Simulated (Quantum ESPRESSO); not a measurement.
# GaP (I-4m2) in Quantum ESPRESSO: single point with LDA

Aim: the single point of GaP with LDA.

Program: Quantum ESPRESSO 7.5. These are calculated values, not measurements. Logs are shortened: lines on timing, memory, paths and dates and some standing lists are left out, and cuts for length are marked.

## 1. The structure

It takes space group I-4m2 (No. 119, tetragonal). The conventional cell has a = 3.961 Å, b = 3.961 Å, c = 5.236 Å, α = 90.00°, β = 90.00°, γ = 90.00°. Around Ga (site symmetry -4m2) lie 4 P at 2.37 Å. P (site symmetry -4m2) is surrounded by 4 Ga at 2.37 Å.

Measurements of this composition are mostly on another form, of space group No. 216.

## 2. Single point, LDA

pw.in reads:

```
&CONTROL
  calculation = 'scf'
  prefix = 'pwscf'
  outdir = './tmp'
  pseudo_dir = './pseudo'
  tprnfor = .true.
  tstress = .true.
  disk_io = 'nowf'
/
&SYSTEM
  ibrav = 0
  nat = 2
  ntyp = 2
  ecutwfc = 80
  nbnd = 15
  occupations = 'smearing'
  smearing = 'gaussian'
  degauss = 0.00073499
/
&ELECTRONS
  conv_thr = 4d-10
  electron_maxstep = 120
  mixing_beta = 0.5
/
ATOMIC_SPECIES
Ga    69.7230 Ga.upf
P     30.9738 P.upf
CELL_PARAMETERS angstrom
   0.0000000000    2.8010000000    2.6180575000
   2.8010000000    0.0000000000    2.6180575000
   2.8010000000    2.8010000000    0.0000000000
ATOMIC_POSITIONS crystal
Ga     0.0000000000    0.0000000000    0.0000000000
P      0.2500000000    0.2500000000    0.2500000000
K_POINTS automatic
8 8 8 0 0 0
```

Potentials or basis: PseudoDojo 0.4.1 SR LDA standard.

On the command line:

```sh
$ OMP_NUM_THREADS=1 pw.x -in pw.in > pw.out
```

pw.out:

```text
This program is part of the open-source Quantum ESPRESSO suite
     for quantum simulation of materials; please cite
         "P. Giannozzi et al., J. Phys.:Condens. Matter 21 395502 (2009);
         "P. Giannozzi et al., J. Phys.:Condens. Matter 29 465901 (2017);
         "P. Giannozzi et al., J. Chem. Phys. 152 154105 (2020);
     in publications or presentations arising from this work. More details at

     Message from routine setup:
     using ibrav=0 with symmetry is DISCOURAGED, use correct ibrav instead

     G-vector sticks info
     --------------------
     sticks:   dense  smooth     PW     G-vecs:    dense   smooth      PW
     Sum        1187    1187    353                26849    26849    4347

     Using Slab Decomposition

     bravais-lattice index     =            0
     lattice parameter (alat)  =       7.2453  a.u.
     unit-cell volume          =     277.2247 (a.u.)^3
     number of atoms/cell      =            2
     number of atomic types    =            2
     number of electrons       =        18.00
     number of Kohn-Sham states=           15
     kinetic-energy cutoff     =      80.0000  Ry
     charge density cutoff     =     320.0000  Ry
     scf convergence threshold =      4.0E-10
     mixing beta               =       0.5000
     number of iterations used =            8  plain     mixing
     Exchange-correlation= SLA  PW   NOGX NOGC
                           (   1   4   0   0   0   0   0)

     celldm(1)=   7.245277  celldm(2)=   0.000000  celldm(3)=   0.000000
     celldm(4)=   0.000000  celldm(5)=   0.000000  celldm(6)=   0.000000

     crystal axes: (cart. coord. in units of alat)
               a(1) = (   0.000000   0.730562   0.682846 )
               a(2) = (   0.730562   0.000000   0.682846 )
               a(3) = (   0.730562   0.730562   0.000000 )

     reciprocal axes: (cart. coord. in units 2 pi/alat)
               b(1) = ( -0.684405  0.684405  0.732229 )
               b(2) = (  0.684405 -0.684405  0.732229 )
               b(3) = (  0.684405  0.684405 -0.732229 )

     PseudoPot. # 1 for Ga read from file:
     Ga.upf
     Pseudo is Norm-conserving + core correction, Zval = 13.0
     Generated using ONCVPSP code by D. R. Hamann
     Using radial grid of 1858 points,  6 beta functions with:
                l(1) =   0
                l(2) =   0
                l(3) =   1
                l(4) =   1
                l(5) =   2
                l(6) =   2

     PseudoPot. # 2 for P  read from file:
     P.upf
     Pseudo is Norm-conserving + core correction, Zval =  5.0
     Generated using ONCVPSP code by D. R. Hamann
     Using radial grid of 1298 points,  6 beta functions with:
                l(1) =   0
                l(2) =   0
                l(3) =   1
                l(4) =   1
                l(5) =   2
                l(6) =   2

     atomic species   valence    mass     pseudopotential
     Ga               13.00    69.72300     Ga( 1.00)
     P                 5.00    30.97380     P ( 1.00)

      8 Sym. Ops. (no inversion) found

   Cartesian axes

     site n.     atom                  positions (alat units)
         1        Ga     tau(   1) = (   0.0000000   0.0000000   0.0000000  )
         2        P      tau(   2) = (   0.3652809   0.3652809   0.3414232  )

     number of k points=    59  Gaussian smearing, width (Ry)=  0.0007
                       cart. coord. in units 2pi/alat
        k(    1) = (   0.0000000   0.0000000   0.0000000), wk =   0.0039062
        k(    2) = (   0.0855506   0.0855506  -0.0915286), wk =   0.0312500
        k(    3) = (   0.1711012   0.1711012  -0.1830572), wk =   0.0312500
        k(    4) = (   0.2566518   0.2566518  -0.2745859), wk =   0.0312500
        k(    5) = (  -0.3422024  -0.3422024   0.3661145), wk =   0.0156250
        k(    6) = (   0.1711012   0.0000000   0.0000000), wk =   0.0156250
[... 51 lines left out ...]
        k(   58) = (  -0.6844047   0.5133035   0.0000000), wk =   0.0156250
        k(   59) = (   0.0000000   0.0000000  -0.7322290), wk =   0.0039062

     Dense  grid:    26849 G-vectors     FFT dimensions: (  45,  45,  45)

     Initial potential from superposition of free atoms

     starting charge      17.9978, renormalised to      18.0000
     Starting wfcs are   13 randomized atomic wfcs +    2 random wfcs

     Self-consistent Calculation

     iteration #  1     ecut=    80.00 Ry     beta= 0.50
     Davidson diagonalization with overlap
     ethr =  1.00E-02,  avg # of iterations =  4.7

     Threshold (ethr) on eigenvalues was too large:
     Diagonalizing with lowered threshold

     Davidson diagonalization with overlap
     ethr =  3.81E-04,  avg # of iterations =  2.5

     total energy              =    -166.68429722 Ry
     estimated scf accuracy    <       0.06841652 Ry

     iteration #  2     ecut=    80.00 Ry     beta= 0.50
     Davidson diagonalization with overlap
     ethr =  3.80E-04,  avg # of iterations =  2.1

     total energy              =    -166.69455107 Ry
     estimated scf accuracy    <       0.00628903 Ry

     iteration #  3     ecut=    80.00 Ry     beta= 0.50
     Davidson diagonalization with overlap
     ethr =  3.49E-05,  avg # of iterations =  4.7

     total energy              =    -166.69465902 Ry
     estimated scf accuracy    <       0.00107569 Ry
[... 26 lines left out ...]
     total energy              =    -166.69470527 Ry
     estimated scf accuracy    <          5.5E-09 Ry

     iteration #  8     ecut=    80.00 Ry     beta= 0.50
     Davidson diagonalization with overlap
     ethr =  3.05E-11,  avg # of iterations =  3.0

     total energy              =    -166.69470526 Ry
     estimated scf accuracy    <       0.00000003 Ry

     iteration #  9     ecut=    80.00 Ry     beta= 0.50
     Davidson diagonalization with overlap
     ethr =  3.05E-11,  avg # of iterations =  2.2

     End of self-consistent calculation

          k = 0.0000 0.0000 0.0000 (  3343 PWs)   bands (ev):

    -7.4983  -7.4983  -7.4883  -7.4038  -7.4027  -5.2309   7.0557   7.0557
     7.3949   8.6210  10.8978  11.0497  11.0497  15.5909  16.3067

          k = 0.0856 0.0856-0.0915 (  3364 PWs)   bands (ev):

    -7.5074  -7.4938  -7.4868  -7.4032  -7.4032  -5.0325   5.4834   6.8011
     7.0912   9.3497  11.1788  11.3703  11.6092  15.8226  16.3214

          k = 0.1711 0.1711-0.1831 (  3358 PWs)   bands (ev):

    -7.5331  -7.4845  -7.4782  -7.4035  -7.3999  -4.4684   3.2688   6.3199
     6.7131   9.0653  11.7365  11.8855  13.3170  15.9367  16.0259

          k = 0.2567 0.2567-0.2746 (  3352 PWs)   bands (ev):

    -7.5574  -7.4779  -7.4707  -7.4021  -7.3939  -3.6793   1.4027   5.9447
     6.4263   8.6838  11.6621  12.1569  14.9632  16.4658  17.3887
[... 68 lines left out ...]
    -7.5862  -7.4484  -7.4391  -7.4277  -7.3872  -3.1738   1.3405   4.8945
     4.9759   8.9070   9.6768  15.3090  16.3783  16.4744  18.8487

          k =-0.0856-0.5989 0.6407 (  3341 PWs)   bands (ev):

    -7.5909  -7.4471  -7.4362  -7.4264  -7.3874  -2.5968   0.6077   4.1550
     4.8576   9.1422  10.1319  15.3332  16.4097  17.7588  18.9086

          k = 0.0000-0.5133 0.5492 (  3337 PWs)   bands (ev):

    -7.5837  -7.4556  -7.4413  -7.4181  -7.3928  -2.3849   0.5079   3.2668
     5.1054   9.4363  12.0860  14.7800  15.2250  16.3685  17.7118

          k =-0.6844 0.0000 0.0000 (  3356 PWs)   bands (ev):

    -7.5981  -7.4407  -7.4328  -7.4292  -7.3845  -2.3971   0.2542   4.6671
     4.7105   8.8699   9.0931  17.2179  17.2683  17.6932  19.2172

          k = 0.0000 0.0000 0.1831 (  3362 PWs)   bands (ev):

    -7.5100  -7.4894  -7.4894  -7.4076  -7.4000  -4.9452   5.7191   6.3820
     6.3820   9.8024  10.5011  11.9546  11.9546  15.8722  16.5793

          k = 0.1711 0.1711 0.0000 (  3361 PWs)   bands (ev):

    -7.5243  -7.4886  -7.4772  -7.4049  -7.4009  -4.7308   4.3575   6.0429
     6.7121   9.8907  11.5225  11.6100  12.4326  14.9975  16.2238

          k = 0.2567 0.2567-0.0915 (  3357 PWs)   bands (ev):

    -7.5462  -7.4783  -7.4706  -7.4025  -7.4008  -4.0900   2.6209   5.3460
     6.2282   9.7415  11.9570  12.1189  13.4447  15.2386  17.1669
[... 78 lines left out ...]
    -7.5902  -7.4517  -7.4350  -7.4228  -7.3889  -2.3217   0.3813   4.1857
     4.2621   9.9533  10.1435  14.8730  14.9201  18.6829  19.3771

          k =-0.1711 0.5133-0.3661 (  3348 PWs)   bands (ev):

    -7.5716  -7.4671  -7.4560  -7.4020  -7.4002  -2.8189   0.7054   3.8580
     5.3380  10.8084  11.6059  13.4704  14.9676  16.3920  18.6159

          k =-0.0856 0.5989-0.4576 (  3347 PWs)   bands (ev):

    -7.5797  -7.4562  -7.4468  -7.4139  -7.3953  -2.4896   0.6349   3.4582
     4.5624  10.6575  12.2624  13.7931  15.3726  16.3368  18.6106

          k =-0.6844 0.0000 0.1831 (  3358 PWs)   bands (ev):

    -7.5897  -7.4436  -7.4419  -7.4236  -7.3894  -2.3400   0.3696   4.1207
     4.1600  10.1229  10.3299  15.8847  16.1546  17.5978  18.3839

          k =-0.0000 0.5133-0.3661 (  3350 PWs)   bands (ev):

    -7.5743  -7.4620  -7.4506  -7.4071  -7.4003  -2.6505   0.8415   3.2832
     4.8981  11.0755  12.8161  13.1542  15.2356  15.6087  17.3267

          k = 0.0000 0.0000 0.3661 (  3350 PWs)   bands (ev):

    -7.5546  -7.4671  -7.4671  -7.4209  -7.3909  -4.1326   3.6664   5.2908
     5.2908   8.8728  10.7906  13.7673  13.7673  15.1977  17.3734

          k =-0.3422-0.3422 0.7322 (  3359 PWs)   bands (ev):

    -7.5613  -7.4656  -7.4654  -7.4050  -7.4007  -3.4212   1.8475   4.0395
     5.6937   9.8337  12.8664  12.9180  13.4111  15.2797  17.3440
[... 18 lines left out ...]
    -7.5768  -7.4639  -7.4453  -7.4155  -7.3942  -2.6263   1.0163   3.5212
     4.6870  10.2285  12.4842  12.6890  14.5561  16.0988  17.5450

          k =-0.0856-0.2567 0.6407 (  3345 PWs)   bands (ev):

    -7.5849  -7.4583  -7.4416  -7.4230  -7.3884  -2.3539   0.8325   3.4845
     4.4008   9.8485  11.4763  13.1395  15.1931  16.7780  19.2960

          k = 0.0000-0.1711 0.5492 (  3347 PWs)   bands (ev):

    -7.5853  -7.4545  -7.4452  -7.4281  -7.3846  -2.8300   1.4710   3.9138
     4.6572   9.4277  10.2249  13.5161  15.9061  17.2211  19.4483

          k =-0.6844 0.3422 0.0000 (  3336 PWs)   bands (ev):

    -7.5835  -7.4618  -7.4372  -7.4195  -7.3919  -2.1814   0.6306   3.6562
     3.8022  11.5084  11.5517  12.8492  13.0169  18.7182  19.1387

          k =-0.6844 0.0000 0.3661 (  3312 PWs)   bands (ev):

    -7.5796  -7.4564  -7.4449  -7.4123  -7.3980  -2.2804   0.5046   3.6279
     3.7619  12.1847  12.3170  13.7321  13.7719  17.6822  18.1581

          k =-0.0000-0.0000 0.5492 (  3366 PWs)   bands (ev):

    -7.5923  -7.4437  -7.4437  -7.4356  -7.3817  -2.9491   1.7664   4.5036
     4.5036   8.2884   9.4037  15.8571  15.8571  16.9837  18.5468

          k =-0.1711-0.1711 0.7322 (  3340 PWs)   bands (ev):

    -7.5894  -7.4504  -7.4429  -7.4264  -7.3868  -2.2523   0.7892   3.3057
     4.6425   8.8692  11.3314  15.2200  15.3071  16.2789  17.3372

          k =-0.0856-0.0856 0.6407 (  3343 PWs)   bands (ev):

    -7.5982  -7.4430  -7.4388  -7.4344  -7.3810  -2.3589   0.9770   3.8929
     4.4004   8.5924   9.5223  15.8267  16.0692  18.2068  18.9821

          k =-0.6844 0.5133 0.0000 (  3358 PWs)   bands (ev):

    -7.5971  -7.4458  -7.4398  -7.4294  -7.3828  -2.1142   0.7146   3.8484
     3.9390   9.4437   9.5058  15.5232  15.5238  18.4978  18.9354

          k = 0.0000 0.0000-0.7322 (  3346 PWs)   bands (ev):

    -7.6065  -7.4422  -7.4337  -7.4337  -7.3779  -2.1102   0.6891   4.2250
     4.2250   8.4281   8.4523  17.4555  17.4555  18.3328  19.3382

     the Fermi energy is     7.7421 ev

!    total energy              =    -166.69470527 Ry
     estimated scf accuracy    <          1.1E-10 Ry
     smearing contrib. (-TS)   =      -0.00000000 Ry
     internal energy E=F+TS    =    -166.69470527 Ry

     The total energy is F=E-TS. E is the sum of the following terms:
     one-electron contribution =     -77.83535862 Ry
     hartree contribution      =      52.44047673 Ry
     xc contribution           =     -45.24814195 Ry
     ewald contribution        =     -96.05168143 Ry

     convergence has been achieved in   9 iterations

     Forces acting on atoms (cartesian axes, Ry/au):

     atom    1 type  1   force =     0.00000000    0.00000000    0.00000000
     atom    2 type  2   force =    -0.00000000    0.00000000   -0.00000000

     Total force =     0.000000     Total SCF correction =     0.000000

     Computing stress (Cartesian axis) and pressure

          total   stress  (Ry/bohr**3)                   (kbar)     P=      -41.09
  -0.00038488  -0.00000000   0.00000000          -56.62       -0.00        0.00
  -0.00000000  -0.00038488   0.00000000           -0.00      -56.62        0.00
   0.00000000   0.00000000  -0.00006821            0.00        0.00      -10.03

=------------------------------------------------------------------------------=
   JOB DONE.
=------------------------------------------------------------------------------=
```

It took 44 s on 1 thread of AMD EPYC 7R43 (Zen 3), shared host; peak memory 0.1 GiB.

Results:

```
Free energy            : -2267.9970 eV
Pressure               : -4.1 GPa
Band gap on the k mesh : 0.89 eV, indirect (least direct gap 1.23 eV)
```

Stress tensor (GPa, compression positive):
```
-5.66  0.00  0.00
 0.00 -5.66  0.00
 0.00  0.00 -1.00
```
